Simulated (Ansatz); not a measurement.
Isolated molecules relaxed with PBE0-D4/def2-TZVP in Ansatz; ΔE leaves out vibrations. CCSD(T)/CBS adds triple-zeta CCSD(T) − MP2 to the extrapolated MP2 energy (def2 sets, frozen cores). This one scheme is used for every species. DFT in def2-TZVPP. B3LYP here is the variant with VWN-RPA as its local correlation; programs differ in this. No spin–orbit coupling; open shells (•) take unrestricted orbitals.

Consider the hydrogen abstraction from a C–H bond: `FCF` + `F[C](F)F`• → `F[CH]F`• + `FC(F)F`.

```csv
level,ΔE (kJ/mol),difference from CCSD(T)/CBS
revPBE-D4,-17.1,3.1
B3LYP-D4,-18.8,1.4
CAM-B3LYP-D4,-20.1,0.1
r2SCANh,-19.1,1.1
LC-ωPBE,-19.5,0.7
HF/def2-SVP,-20.9,-0.7
MP2/def2-SVP,-20.1,0.1
CCSD(T)/def2-TZVPP,-20.6,-0.4
HF/def2-QZVPP,-19.1,1.1
HF/CBS(def2),-19.1,1.1
CCSD(T)/CBS,-20.2,0
```

Largest T1 diagnostic among the species: 0.015.

Leaving LDA and LC-ωPBE aside and taking each functional with its dispersion term where it has one, the values, not all of them listed here, spread over 5.0 kJ/mol, from ωB97M-V to revPBE-D4. LDA lies −3.3 kJ/mol from PBE without D4.

CCSD(T)/CBS has its own doubt, a few kJ/mol and more with outer-core shells, so smaller differences from it don't rank the levels.
